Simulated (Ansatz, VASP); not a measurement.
# Zn in VASP and in Ansatz

INCAR

```
PREC = Accurate ; ENCUT = 520
EDIFF = 1E-7 ; ISMEAR = -1
SIGMA = 0.05 ; LREAL = False
LASPH = True ; NELM = 80
ALGO = Normal ; ISIF = 2
LWAVE = False ; LCHARG = False
GGA = PS ; NBANDS = 12
```

The input KPOINTS:

```
regular mesh
0
Gamma
  12 12 12
```

Contents of POSCAR:

```
Zn
1.0
   -1.5478311978      1.5478311978      1.5478311978
    1.5478311978     -1.5478311978      1.5478311978
    1.5478311978      1.5478311978     -1.5478311978
Zn
1
Direct
    0.0000000000      0.0000000000      0.0000000000
```

File input.yaml:

```yaml
crystal:
  lattice:
    - [-1.5478311978, 1.5478311978, 1.5478311978]
    - [1.5478311978, -1.5478311978, 1.5478311978]
    - [1.5478311978, 1.5478311978, -1.5478311978]
  atoms:
    - { symbol: Zn, position: [0.0, 0.0, 0.0] }
hamiltonian:
  xc: pbesol
  pseudopotentials: { kind: paw }
kpoints:
  mp_grid: { grid: [12, 12, 12] }
scf:
  occupations: { method: fermi_dirac, width: 0.05 }
output:
  forces: true
  stress: true
  eigenvalues: true
```

Change from the starting cell: volume scaled by 0.96.

Alike in both runs: task single point; functional PBEsol; k mesh 12 × 12 × 12; occupations fermi-dirac, width 0.05 eV; no spin polarisation.

|  | VASP | Ansatz |
| --- | --- | --- |
| version | VASP 6.6.1 | Ansatz 0.2.0 |
| potentials or method | VASP PAW PBE potentials, release 64 (Zn) | Ansatz PAW |
| plane-wave cutoff (eV) | 520 | 420 |
| valence electrons in the cell | 12 | 12 |

VASP gave:

```
gap on the k mesh at the Fermi level (eV) : none
pressure (GPa)                            : -2.5
```

Question: What did Ansatz give for the same quantities?

Answer: gap on the k mesh at the Fermi level (eV): none; pressure (GPa): -2.9.

A gap of «none» marks a metal or a gap that the smearing closes.

Caveats: the PAW data sets were made with another functional, which shifts forces and pressure a little (VASP); the PAW data sets come from PBE, with cores solved anew for the run's functional, which leaves a small shift of forces and pressure (Ansatz).
